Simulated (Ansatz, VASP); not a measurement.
# V in VASP and in Ansatz

POSCAR

```
V
1.0
   -1.4917693513      1.4917693513      1.4917693513
    1.4917693513     -1.4917693513      1.4917693513
    1.4917693513      1.4917693513     -1.4917693513
V
1
Direct
    0.0000000000      0.0000000000      0.0000000000
```

File INCAR.step1:

```
  PREC = Accurate
  ENCUT = 520
  ISMEAR = 0
  SIGMA = 0.6
  LREAL = F
  LASPH = T
  NELM = 80
  NBANDS = 12
  GGA = PE
  ALGO = Normal
  EDIFF = 1E-4
  LWAVE = T
  LCHARG = F
```

Contents of INCAR.step2:

```
  PREC = Accurate
  ENCUT = 520
  EDIFF = 1E-6
  ISMEAR = 0
  SIGMA = 0.6
  LREAL = F
  LASPH = T
  NELM = 80
  ALGO = Normal
  ISIF = 2
  LWAVE = F
  LCHARG = T
  METAGGA = R2SCAN
  LMIXTAU = T
  LELF = T
  LVHAR = T
  NBANDS = 12
  ISTART = 1
```

Contents of KPOINTS:

```
regular mesh
0
Gamma
  15 15 15
```

Input for Ansatz:

```yaml
crystal:
  lattice:
    - [-1.4917693513, 1.4917693513, 1.4917693513]
    - [1.4917693513, -1.4917693513, 1.4917693513]
    - [1.4917693513, 1.4917693513, -1.4917693513]
  atoms:
    - { symbol: V, position: [0.0, 0.0, 0.0] }
hamiltonian:
  xc: r2scan
  pseudopotentials:
    kind: paw
    azcp:
      V: "pseudopotentials/V.paw.azcp"
basis:
  ecutwfc: 500
  fft_grid_basis: typed
kpoints:
  mp_grid: { grid: [15, 15, 15], shift: [0, 0, 0] }
magnetization:
  spin_polarized: false
scf:
  occupations: { method: gaussian, width: 0.6 }
  lower_state_search: "off"
output:
  stress: true
  write_density: true
  write_potential: true
  elf: true
  volumetric_format: npy
```

Alike in both runs: task single point; functional r2SCAN; k mesh 15 × 15 × 15; occupations gaussian, width 0.6 eV; no spin polarisation.

|  | VASP | Ansatz |
| --- | --- | --- |
| version | VASP 6.6.1 | Ansatz 0.2.0 |
| potentials or method | VASP PAW PBE potentials, release 64 (V_sv) | plane waves (500 eV) with PAW, scalar-relativistic |
| plane-wave cutoff (eV) | 520 | 500 |
| valence electrons in the cell | 13 | 13 |

|  | VASP | Ansatz | Ansatz less VASP |
| --- | --- | --- | --- |
| pressure (GPa) | 2.2 | 1.4 | -0.72 |

With one functional, cell and mesh, what is left measures potentials, basis and numerics.

Caveats: the PAW data sets were made with another functional, which shifts forces and pressure a little (VASP).
